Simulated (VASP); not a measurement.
Write the native input for VASP 6.6.1 that does the following.

| Item | Value |
| --- | --- |
| Task | relaxation of cell and atoms |
| Functional | PBEsol |
| Potentials or basis | VASP PAW PBE potentials, release 64 (Ca_pv, O) |
| Cutoff | 580 eV |
| k mesh | 8 × 8 × 8 |
| Occupations | gaussian, width 0.02 eV |
| Spin | no spin polarisation |
| Further INCAR settings | ALGO = Fast; EDIFF = 1e-07; IBRION = 2; EDIFFG = -0.005; NSW = 90; ISIF = 3 |

The structure of CaO lies in POSCAR:

```
CaO
1.0
    0.0000000000      2.4535000000      2.4535000000
    2.4535000000      0.0000000000      2.4535000000
    2.4535000000      2.4535000000      0.0000000000
Ca O
1 1
Direct
    0.0000000000      0.0000000000      0.0000000000
    0.5000000000      0.5000000000      0.5000000000
```

The input as run:

INCAR

```
ALGO = Fast
EDIFF = 1E-7
EDIFFG = -0.005
ENCUT = 580
GGA = PS
IBRION = 2
ISIF = 3
ISMEAR = 0
LASPH = T
LCHARG = F
LREAL = F
LWAVE = F
NELM = 80
NSW = 90
PREC = Accurate
SIGMA = 0.02
```

KPOINTS

```
k-points
0
Gamma
  8 8 8
```

Potentials or basis: VASP PAW PBE potentials, release 64 (Ca_pv, O).

The run is started by

```bash
$ cat potpaw_PBE.64/Ca_pv/POTCAR potpaw_PBE.64/O/POTCAR > POTCAR
$ mpirun -np 1 vasp_std > vasp.out
```

It gave:

```json
{"Relaxed volume": "13.52 Å³/atom", "Relaxed cell": "a = 3.369 Å, b = 3.369 Å, c = 3.369 Å, α = 60.00°, β = 60.00°, γ = 60.00°", "Space group after relaxing (to 0.05 Å)": "Fm-3m (No. 225)", "Energy gained by relaxing": "35.5 meV/atom", "Ionic steps": "3", "Pressure after relaxing": "0.0 GPa", "Band gap on the k mesh": "3.53 eV, indirect (least direct gap 3.91 eV)"}
```

Caveat: the PAW data sets were made with another functional, which shifts forces and pressure a little.

It took 35 s on 1 thread of Intel(R) Xeon(R) Platinum 8488C (Sapphire Rapids), with other jobs on the host, peak memory 0.17 GiB.
